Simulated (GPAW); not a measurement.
**FeSi2 (Linzhiite): single point with PBEsol**

The system is FeSi2 (Linzhiite).

```xyz
6
Lattice="5.3680 0.0000 0.0000 0.0000 2.6840 0.0000 0.0000 0.0000 5.1280" Properties=species:S:1:pos:R:3 pbc="T T T"
Fe    0.0000    0.0000    0.0000
Fe    2.6840    0.0000    0.0000
Si    1.3420    1.3420    3.7434
Si    4.0260    1.3420    3.7434
Si    1.3420    1.3420    1.3846
Si    4.0260    1.3420    1.3846
```

| Property | Result |
| --- | --- |
| Program | GPAW 26.7.0 |
| Task | single point |
| Functional | PBEsol |
| Potentials or basis | PAW data sets generated in the run's folder for this functional |
| Cutoff | 600 eV |
| Basis | pw |
| k mesh | 4 × 8 × 5 |
| Occupations | fermi-dirac, width 0.05 eV |
| Spin | collinear spin, ferromagnetic start |
| Starting moments | [3.0, 3.0, 0.0, 0.0, 0.0, 0.0] μB |

- Pressure: 0.7 GPa
- Largest force: 0.376 eV/Å
- Band gap on the k mesh: none (metal or under the smearing width)
- Net moment: 0.00 μB per cell

Forces in eV/Å, atoms in the order of the input:
```
Fe   0.000  0.000  0.000
Fe   0.000  0.000  0.000
Si   0.000  0.000 -0.376
Si   0.000  0.000 -0.376
Si   0.000  0.000  0.376
Si   0.000  0.000  0.376
```

Stress tensor (GPa, compression positive):
```
 1.37  0.00  0.00
 0.00  1.37  0.00
 0.00  0.00 -0.66
```

Levels at points of the mesh, in eV from the Fermi level:
Spin up:
```
           k point  band 12  band 13  band 14  band 15  band 16  band 17  band 18  band 19  band 20  band 21
(0.00, 0.00, 0.00)    -1.66    -1.51    -1.51    -1.09    -0.62     0.12     1.46     2.29     4.56     4.56
(0.00, 0.50, 0.00)    -3.20    -2.27    -2.09    -1.09     0.12     0.17     0.41     1.46     2.29     2.60
(0.50, 0.00, 0.00)    -2.04    -1.45    -1.45    -1.30    -1.30     0.33     0.33     3.76     3.76     5.47
(0.50, 0.50, 0.00)    -2.22    -1.84    -1.84     0.03     0.03     0.11     0.11     1.40     1.40     2.57
```
Spin down:
```csv
k point,band 14,band 15,band 16,band 17,band 18,band 19
"(0.00, 0.00, 0.00)",-1.51,-1.09,-0.62,0.12,1.46,2.29
"(0.00, 0.50, 0.00)",-2.09,-1.09,0.12,0.17,0.41,1.46
"(0.50, 0.00, 0.00)",-1.45,-1.30,-1.30,0.33,0.33,3.76
"(0.50, 0.50, 0.00)",-1.84,0.03,0.03,0.11,0.11,1.40
```

Wall time 3.4 min on 1 thread of Arm Neoverse V2, on a shared host, peak memory 0.31 GiB.

Caveat: the starting moments collapsed, and a magnetic state may lie lower.
